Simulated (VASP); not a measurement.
# Nb in VASP: a series of runs, part 2 of 2

VASP 6.6.1. The steps go on from the part before.

### Step 4. Work function, PBE

Input file INCAR:

```
SYSTEM = Nb
PREC     = Accurate       ! precision mode
ENCUT    = 520            ! plane-wave cutoff, eV
EDIFF    = 1E-7           ! SCF threshold, eV
ISMEAR   = -1             ! smearing method
SIGMA    = 0.05           ! smearing width, eV
LREAL    = .False.        ! projectors in reciprocal space
LASPH    = .True.         ! aspherical terms in the spheres
NELM     = 80             ! most SCF steps
ALGO     = Normal         ! electronic algorithm
ISIF     = 2              ! what is computed and relaxed
LWAVE    = .False.        ! write WAVECAR
LCHARG   = .False.        ! write CHGCAR
LDIPOL   = .True.       
IDIPOL   = 3            
DIPOL    = 0.5 0.5 0.294
GGA      = PE             ! functional
EFIELD   = 0.3          
LVHAR    = .True.       
LVACPOTAV= .True.
```

Input file KPOINTS:

```
Automatic mesh
0
Gamma
  10 10 1
  0 0 0
```

Input file POSCAR:

```
Nb
1.0
    2.5586800000      0.0000000000      0.0000000000
    0.0000000000      2.5586100000      0.0000000000
    0.0000000000      0.0000000000     23.8000000000
Nb
1
Direct
    0.0000000000      0.5000000000      0.2941200000
```

Potentials or basis: VASP PAW PBE potentials, release 64 (Nb_sv).

Command:

```sh
cat potpaw_PBE.64/Nb_sv/POTCAR > POTCAR
mpirun -np 1 vasp_std > vasp.out
```

OUTCAR:

```text
SYSTEM = Nb
   PREC = Accurate
   ENCUT = 520
   EDIFF = 1E-7
   ISMEAR = -1
   LREAL = .False.
   LASPH = .True.
   NELM = 80
   ISIF = 2
   GGA = PE

 ion  position               nearest neighbor table
   1  0.000  0.500  0.294-

  LATTYP: Found a simple orthorhombic cell.
 ALAT       =     2.5586100000
 B/A-ratio  =     1.0000273586
 C/A-ratio  =     9.3019256549

  Lattice vectors:

 A1 = (   0.0000000000,  -2.5586100000,   0.0000000000)
 A2 = (   2.5586800000,   0.0000000000,   0.0000000000)
 A3 = (   0.0000000000,   0.0000000000,  23.8000000000)

Analysis of symmetry for initial positions (statically):
=====================================================================
 Subroutine PRICEL returns:
 Original cell was already a primitive cell.

 Routine SETGRP: Setting up the symmetry group for a
 simple orthorhombic supercell.

 Subroutine GETGRP returns: Found  8 space group operations
 (whereof  4 operations were pure point group operations)
 out of a pool of  8 trial point group operations.

The static configuration has the point symmetry C_2v.
 The point group associated with its full space group is D_2h.

Analysis of symmetry for dynamics (positions and initial velocities):
=====================================================================
 An external electric field (EFIELD) may reduce the allowed symmetry operations
 Subroutine PRICEL returns:
 Original cell was already a primitive cell.

 Routine SETGRP: Setting up the symmetry group for a
 simple orthorhombic supercell.

 Subroutine GETGRP returns: Found  4 space group operations
 (whereof  4 operations were pure point group operations)
 out of a pool of  8 trial point group operations.

The dynamic configuration has the point symmetry C_2v.

 Subroutine INISYM returns: Found  4 space group operations
 (whereof  4 operations are pure point group operations),
 and found     1 'primitive' translations

[... 115 lines left out ...]
  Thomas-Fermi vector in A             =   1.803498
   LORBIT       =      0    0 simple, 1 ext, 2 COOP (PROOUT), +10 PAW based schemes
   GGA     = PE    functional components
   LHFCALC =     F    Hartree Fock is set to
   AEXX    =    0.0000 exact exchange contribution
   IVDW    =     0    specifies the selected vdW correction
   LEPSILON=     F    determine dielectric tensor
   LRPA    =     F    only Hartree local field effects (RPA)
 non-spin polarized calculation
  energy-cutoff  :      520.00
  volume of cell :      155.81
 maximum number of plane-waves:      4245
 NGX is ok and might be reduce to    20

 dipolmoment           0.000000      0.000000     -0.000001 electrons x Angstroem

 number of electron      12.9999999 magnetization

 dipolmoment           0.000000      0.000000      0.046728 electrons x Angstroem

 Free energy of the ion-electron system (eV)
  ---------------------------------------------------
  ext. energy  EPLUGINS =         0.00000000
  ---------------------------------------------------
  free energy    TOTEN  =        -7.83049010 eV

  energy without entropy =       -7.81951582  energy(sigma->0) =       -7.82500296

 E-fermi :  -2.9136     XC(G=0):  -2.2426

 val. band max:       -2.9372820136   @ k =   0.0000   0.3000   0.0000
 cond. band min:      -2.8665887805   @ k =   0.3000   0.1000   0.0000
 fundamental gap:      0.0706932331
 Fermi energy:        -2.9135842556

 k-point     1 :       0.0000    0.0000    0.0000
  band No.  band energies     occupation
      1     -57.7066      2.00000
      2     -33.7627      2.00000
      3     -32.5168      2.00000
      4     -32.5165      2.00000
      5      -7.0002      2.00000
      6      -5.9785      2.00000
      7      -4.0387      2.00000
      8      -2.1869      0.00000
      9       0.3548      0.00000
     10       1.1761      0.00000
[... 287 lines left out ...]
 k-point    24 :       0.5000    0.3000    0.0000
  band No.  band energies     occupation
      1     -57.1477      2.00000
      2     -34.5585      2.00000
      3     -33.7438      2.00000
      4     -33.2901      2.00000
      5      -5.8624      2.00000
      6      -4.1721      2.00000
      7      -2.2283      0.00000
      8      -0.5057      0.00000
      9       0.7561      0.00000
     10       4.4470      0.00000

 [... further k-points ...]
[... 5 lines left out ...]
  --------------------------------------------------------------------------------------
  -------------------------------------------------------------------------------------
  Total       -0.1283236     -0.1275667     -0.0265978      0.0000000      0.0000000      0.0000000
  in kB       -1.3195330     -1.3117491     -0.2735011      0.0000000      0.0000000      0.0000000
  external PRESSURE =      -0.9682610 kB  Pullay stress =       0.0000000 kB

 VOLUME and BASIS-vectors are now :
 -----------------------------------------------------------------------------
  energy-cutoff  :      520.00
  volume of cell :      155.81
      direct lattice vectors                 reciprocal lattice vectors
     2.558680000  0.000000000  0.000000000     0.390826520  0.000000000  0.000000000
     0.000000000  2.558610000  0.000000000     0.000000000  0.390837212  0.000000000
     0.000000000  0.000000000 23.800000000     0.000000000  0.000000000  0.042016807

 POSITION                                       TOTAL-FORCE (eV/Angst)
 -----------------------------------------------------------------------------------
      0.00000      1.27930      7.00006         0.000000      0.000000      0.000142
 -----------------------------------------------------------------------------------
    total drift:                                0.000000      0.000000      0.000142

  FREE ENERGIE OF THE ION-ELECTRON SYSTEM (eV)
  ---------------------------------------------------
  free  energy   TOTEN  =        -7.8304900971 eV

  energy  without entropy=       -7.8195158217  energy(sigma->0) =       -7.82500296
```

Run time: 35 s. Hardware: 1 thread of Intel Xeon 6975P-C (Granite Rapids), shared host; peak memory 0.26 GiB.

Results:

- Free energy: -7.8305 eV
- Band gap on the k mesh: none (metal or under the smearing width)

Levels at points of the mesh, in eV from the Fermi level:
| k point | band 4 | band 5 | band 6 | band 7 | band 8 | band 9 |
| --- | --- | --- | --- | --- | --- | --- |
| (0.00, 0.00, 0.00) | -29.60 | -4.09 | -3.06 | -1.13 | 0.73 | 3.27 |
| (0.50, 0.00, 0.00) | -29.38 | -2.30 | -1.86 | 1.55 | 2.44 | 2.98 |
| (0.00, 0.50, 0.00) | -29.38 | -2.30 | -1.86 | 1.55 | 2.44 | 2.98 |
| (0.50, 0.50, 0.00) | -30.28 | -4.32 | -0.55 | -0.55 | 3.21 | 9.07 |

### Step 5. Work function, PBE

Input file INCAR:

```
PREC = Accurate ; ENCUT = 520
EDIFF = 1E-6 ; ISMEAR = 0
SIGMA = 0.05 ; LREAL = F
LASPH = T ; NELM = 100
ALGO = Fast ; ISIF = 2
LWAVE = F ; LCHARG = T
LDIPOL = T ; IDIPOL = 3
DIPOL = 0.5 0.5 0.294 ; GGA = PE
LELF = T ; LVHAR = T
LVACPOTAV = T
```

Input file KPOINTS:

```
Automatic mesh
0
Gamma
  10 10 1
```

POSCAR is that of step 4.

Potentials or basis: VASP PAW PBE potentials, release 64 (Nb_sv).

Command:

```sh
cat potpaw_PBE.64/Nb_sv/POTCAR > POTCAR
mpirun -np 1 vasp_std > vasp.out
```

OUTCAR:

```text
PREC = Accurate
   ENCUT = 520
   EDIFF = 1E-6
   ISMEAR = 0
   LREAL = F
   LASPH = T
   NELM = 100
   ISIF = 2
   GGA = PE

 ion  position               nearest neighbor table
   1  0.000  0.500  0.294-

  LATTYP: Found a simple orthorhombic cell.
 ALAT       =     2.5586100000
 B/A-ratio  =     1.0000273586
 C/A-ratio  =     9.3019256549

  Lattice vectors:

 A1 = (   0.0000000000,  -2.5586100000,   0.0000000000)
 A2 = (   2.5586800000,   0.0000000000,   0.0000000000)
 A3 = (   0.0000000000,   0.0000000000,  23.8000000000)

Analysis of symmetry for initial positions (statically):
=====================================================================
 Subroutine PRICEL returns:
 Original cell was already a primitive cell.

 Routine SETGRP: Setting up the symmetry group for a
 simple orthorhombic supercell.

 Subroutine GETGRP returns: Found  8 space group operations
 (whereof  4 operations were pure point group operations)
 out of a pool of  8 trial point group operations.

The static configuration has the point symmetry C_2v.
 The point group associated with its full space group is D_2h.

Analysis of symmetry for dynamics (positions and initial velocities):
=====================================================================
 Subroutine PRICEL returns:
 Original cell was already a primitive cell.

 Routine SETGRP: Setting up the symmetry group for a
 simple orthorhombic supercell.

 Subroutine GETGRP returns: Found  8 space group operations
 (whereof  4 operations were pure point group operations)
 out of a pool of  8 trial point group operations.

The dynamic configuration has the point symmetry C_2v.
 The point group associated with its full space group is D_2h.

 Subroutine INISYM returns: Found  8 space group operations
 (whereof  4 operations are pure point group operations),
 and found     1 'primitive' translations

----------------------------------------------------------------------------------------

                                     Primitive cell

  volume of cell :     155.8106
[... 114 lines left out ...]
   AEXX    =    0.0000 exact exchange contribution
   IVDW    =     0    specifies the selected vdW correction
   LEPSILON=     F    determine dielectric tensor
   LRPA    =     F    only Hartree local field effects (RPA)
 non-spin polarized calculation
 RMM-DIIS sequential band-by-band and
 Gauss-broadening in eV      SIGMA  =   0.05
  energy-cutoff  :      520.00
  volume of cell :      155.81
 maximum number of plane-waves:      4245
 NGX is ok and might be reduce to    20

 dipolmoment           0.000000      0.000000     -0.000005 electrons x Angstroem

 number of electron      12.9999999 magnetization

 dipolmoment           0.000000      0.000000      0.000006 electrons x Angstroem

 Free energy of the ion-electron system (eV)
  ---------------------------------------------------
  ext. energy  EPLUGINS =         0.00000000
  ---------------------------------------------------
  free energy    TOTEN  =        -7.81885265 eV

  energy without entropy =       -7.81694387  energy(sigma->0) =       -7.81789826

 E-fermi :  -2.8874     XC(G=0):  -2.2525

 val. band max:       -2.9144147838   @ k =   0.0000   0.3000   0.0000
 cond. band min:      -2.8442468800   @ k =   0.3000   0.1000   0.0000
 fundamental gap:      0.0701679037
 Fermi energy:        -2.8873775310

 k-point     1 :       0.0000    0.0000    0.0000
  band No.  band energies     occupation
      1     -57.6837      2.00000
      2     -33.7366      2.00000
      3     -32.4958      2.00000
      4     -32.4955      2.00000
      5      -6.9792      2.00000
      6      -5.9586      2.00000
      7      -4.0133      2.00000
      8      -2.1626      0.00000
      9       1.6057      0.00000
     10       1.9114      0.00000
[... 287 lines left out ...]
 k-point    24 :       0.5000    0.3000    0.0000
  band No.  band energies     occupation
      1     -57.1248      2.00000
      2     -34.5377      2.00000
      3     -33.7229      2.00000
      4     -33.2638      2.00000
      5      -5.8427      2.00000
      6      -4.1496      2.00000
      7      -2.2055      0.00000
      8      -0.4814      0.00000
      9       0.7767      0.00000
     10       4.4702      0.00000

 [... further k-points ...]
[... 5 lines left out ...]
  --------------------------------------------------------------------------------------
  -------------------------------------------------------------------------------------
  Total       -0.1596804     -0.1593316     -0.0125501      0.0000000      0.0000000      0.0000000
  in kB       -1.6419701     -1.6383831     -0.1290508      0.0000000      0.0000000      0.0000000
  external PRESSURE =      -1.1364680 kB  Pullay stress =       0.0000000 kB

 VOLUME and BASIS-vectors are now :
 -----------------------------------------------------------------------------
  energy-cutoff  :      520.00
  volume of cell :      155.81
      direct lattice vectors                 reciprocal lattice vectors
     2.558680000  0.000000000  0.000000000     0.390826520  0.000000000  0.000000000
     0.000000000  2.558610000  0.000000000     0.000000000  0.390837212  0.000000000
     0.000000000  0.000000000 23.800000000     0.000000000  0.000000000  0.042016807

 POSITION                                       TOTAL-FORCE (eV/Angst)
 -----------------------------------------------------------------------------------
      0.00000      1.27930      7.00006         0.000000      0.000000      0.000000
 -----------------------------------------------------------------------------------
    total drift:                               -0.000000      0.000000      0.000093

  FREE ENERGIE OF THE ION-ELECTRON SYSTEM (eV)
  ---------------------------------------------------
  free  energy   TOTEN  =        -7.8188526492 eV

  energy  without entropy=       -7.8169438728  energy(sigma->0) =       -7.81789826

 vacuum level on the upper side and lower side of the slab         1.972         1.972
```

OSZICAR:

```text
N       E                     dE             d eps       ncg     rms          rms(c)
DAV:   1     0.603308686190E+02    0.60331E+02   -0.70317E+03  1168   0.928E+02
DAV:   2     0.120388983562E+00   -0.60210E+02   -0.57357E+02   976   0.265E+02
DAV:   3    -0.755949896038E+01   -0.76799E+01   -0.74278E+01  1192   0.616E+01
DAV:   4    -0.811075790832E+01   -0.55126E+00   -0.54162E+00  1014   0.166E+01
[... 12 lines left out ...]
RMM:  17    -0.781880804372E+01   -0.70712E-04   -0.28594E-05   922   0.268E-02    0.312E-03
RMM:  18    -0.781883265122E+01   -0.24607E-04   -0.13774E-05   876   0.207E-02    0.142E-03
RMM:  19    -0.781884459911E+01   -0.11948E-04   -0.81566E-06   828   0.153E-02    0.747E-04
RMM:  20    -0.781885222334E+01   -0.76242E-05   -0.45408E-06   786   0.127E-02    0.785E-04
RMM:  21    -0.781885264922E+01   -0.42588E-06   -0.33336E-06   678   0.106E-02
   1 F= -.78188526E+01 E0= -.78178983E+01  d E =-.190878E-02
```

stdout:

```text
POSCAR found type information on POSCAR Nb
 POSCAR found :  1 types and       1 ions
 scaLAPACK will be used
 LDA part: xc-table for (Slater+PW92), standard interpolation
 POSCAR, INCAR and KPOINTS ok, starting setup
 FFT: planning ... GRIDC
 FFT: planning ... GRID_SOFT
 FFT: planning ... GRID
 WAVECAR not read
 entering main loop
 -----------------------------------------------------------------------------
|                                                                             |
|           W    W    AA    RRRRR   N    N  II  N    N   GGGG   !!!           |
|           W    W   A  A   R    R  NN   N  II  NN   N  G    G  !!!           |
|           W    W  A    A  R    R  N N  N  II  N N  N  G       !!!           |
|           W WW W  AAAAAA  RRRRR   N  N N  II  N  N N  G  GGG   !            |
|           WW  WW  A    A  R   R   N   NN  II  N   NN  G    G                |
|           W    W  A    A  R    R  N    N  II  N    N   GGGG   !!!           |
|                                                                             |
|     Did not find any points to average over, which means that no vacuum     |
|     field-free region was found. Please increase the size of  your cell     |
|     in the dimension of the dipole correction to obtain accurate            |
|     workfunction values.                                                    |
|                                                                             |
 -----------------------------------------------------------------------------
```

It took 46 s on 1 thread of Intel Xeon 6975P-C (Granite Rapids), shared host; peak memory 0.26 GiB.

What came out:

```yaml
Free_energy: -7.8189 eV
Band_gap_on_the_k_mesh: none (metal or under the smearing width)
Work_function_of_the_upper_face: 4.86 eV
Work_function_of_the_lower_face: 4.86 eV
```

Levels at points of the mesh, in eV from the Fermi level:
```tsv
k point	band 4	band 5	band 6	band 7	band 8	band 9
(0.50, 0.00, 0.00)	-29.39	-2.30	-1.86	1.55	2.43	2.98
(0.00, 0.50, 0.00)	-29.39	-2.30	-1.86	1.55	2.43	2.98
(0.50, 0.50, 0.00)	-30.28	-4.32	-0.55	-0.55	3.20	9.39
```
